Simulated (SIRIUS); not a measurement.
Write the native input for SIRIUS 7.10.0 that does the following.

| Quantity | Value |
| --- | --- |
| Task | single point |
| Functional | LDA |
| Potentials or basis | PseudoDojo 0.4.1 PBE standard (scalar relativistic) |
| Cutoff | 1030 eV |
| Density cutoff | 4119 eV |
| k mesh | 5 × 5 × 1 |
| Occupations | fermi-dirac, width 0.05 eV |
| Spin | no spin polarisation |
| Libxc names | ["XC_LDA_X", "XC_LDA_C_PW"] |
| Energy tol | 1e-08 Ha |
| Density tol | 1e-06 |
| Mixer | anderson |
| Mixing beta | 0.7 |
| Max scf | 100 |
| Radial cutoff for the potentials' integrals | 6.5 bohr |

Slab: WS2, a slab with vacuum.

```xyz
3
Lattice="3.1835 0.0000 0.0000 -1.5918 2.7570 0.0000 0.0000 0.0000 16.9506" Properties=species:S:1:pos:R:3 pbc="T T T"
W     0.0000    0.0000    0.0000
S     0.0000    1.8380    1.5595
S     0.0000    1.8380   15.3911
```

The input as run:

sirius.json

```json
{
  "control": {
    "processing_unit": "cpu",
    "verbosity": 2,
    "num_bands_to_print": 21,
    "print_forces": true,
    "print_stress": true
  },
  "parameters": {
    "electronic_structure_method": "pseudopotential",
    "xc_functionals": ["XC_LDA_X", "XC_LDA_C_PW"],
    "gk_cutoff": 8.7,
    "pw_cutoff": 17.4,
    "ngridk": [5, 5, 1],
    "shiftk": [0, 0, 0],
    "smearing": "fermi_dirac",
    "smearing_width": 0.0018374661,
    "num_bands": 21,
    "num_mag_dims": 0,
    "num_dft_iter": 100,
    "energy_tol": 1e-08,
    "density_tol": 1e-06
  },
  "iterative_solver": {
    "type": "davidson",
    "min_tolerance": 1e-09,
    "tolerance_scale": [0.1, 0.25]
  },
  "mixer": {
    "type": "anderson",
    "beta": 0.7,
    "max_history": 8
  },
  "settings": {
    "tol_ne": 1e-10,
    "pseudo_grid_cutoff": 6.5
  },
  "unit_cell": {
    "lattice_vectors": [
      [6.015974024595, 0.0, 0.0],
      [-3.007987012297, 5.209986333681, 0.0],
      [0.0, 0.0, 32.031949866237]
    ],
    "atom_coordinate_units": "lattice",
    "atom_types": ["W", "S"],
    "atom_files": {
      "S": "S.json",
      "W": "W.json"
    },
    "atoms": {
      "W": [
        [0.0, 0.0, 0.0]
      ],
      "S": [
        [0.3333333333, 0.6666666667, 0.09200051],
        [0.3333333333, 0.6666666667, 0.90799949]
      ]
    }
  }
}
```

Potentials or basis: PseudoDojo 0.4.1 PBE standard (scalar relativistic).

Command:

```bash
$ upf_to_json S.upf
$ upf_to_json W.upf
$ OMP_NUM_THREADS=1 sirius.scf --input=sirius.json --output=out.json --task=0
```

It gave:

```yaml
Largest_force: 0.253 eV/Å
Band_gap_on_the_k_mesh: 2.16 eV, indirect (least direct gap 2.68 eV)
```

Caveat: the k mesh is coarse (spacing up to 0.46 Å⁻¹), so the values aren't converged; the potentials were made for another functional, which shifts forces and pressure; spin-orbit coupling is left out, which moves the levels of the heavy elements.

Run time: 42 s on 1 thread of Arm Neoverse V2, with other jobs on the host, peak memory 0.46 GiB.
